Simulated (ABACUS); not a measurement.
WS2 (Tungstenite) in ABACUS: the effect of functional

Crystal: WS2 (Tungstenite).

```
W S
1.0
     3.18000    0.00000    0.00000
    -1.59000    2.75396    0.00000
     0.00000    0.00000   12.50000
W S
2 4
Direct
  0.66667 0.33333 0.75000
  0.33333 0.66667 0.25000
  0.66667 0.33333 0.37500
  0.33333 0.66667 0.87500
  0.66667 0.33333 0.12500
  0.33333 0.66667 0.62500
```

Alike in all runs:

| Property | Result |
| --- | --- |
| Program | ABACUS 3.10.1 |
| Task | single point |
| Potentials or basis | PseudoDojo NC SR 0.4.1 PBE standard |
| Cutoff | 1361 eV |
| Density cutoff | 5442 eV |
| Basis | DZP LCAO (the cutoffs set its grid) |
| k mesh | 7 × 7 × 2 |
| Occupations | fermi-dirac, width 0.05 eV |
| Spin | no spin polarisation |

```tsv
functional	gap on the mesh (eV)	pressure (GPa)	largest force (eV/Å)
LDA	1.07	-2.1	0.11
PBE	1.14	4.3	0.41
PBEsol	1.10	-0.2	0.18
revPBE	1.17	5.9	0.43
SOGGA	?	?	?
```

Q: What does the run with functional SOGGA give?

A: gap on the mesh 1.10 eV; pressure -1.8 GPa; largest force 0.10 eV/Å.

Caveats: the atomic orbitals were generated for these runs and aren't a published set; spin-orbit coupling is left out, which moves the levels of the heavy elements; an odd mesh through Γ misses points on the zone boundary, where band edges often lie; the basis of atomic orbitals isn't converged, which shifts pressures, moduli and gaps; the potentials were made for another functional, which shifts forces and pressure (some runs); this functional lacks dispersion, which binds the layers, so the pressure and a relaxed spacing across them are unreliable (some runs).
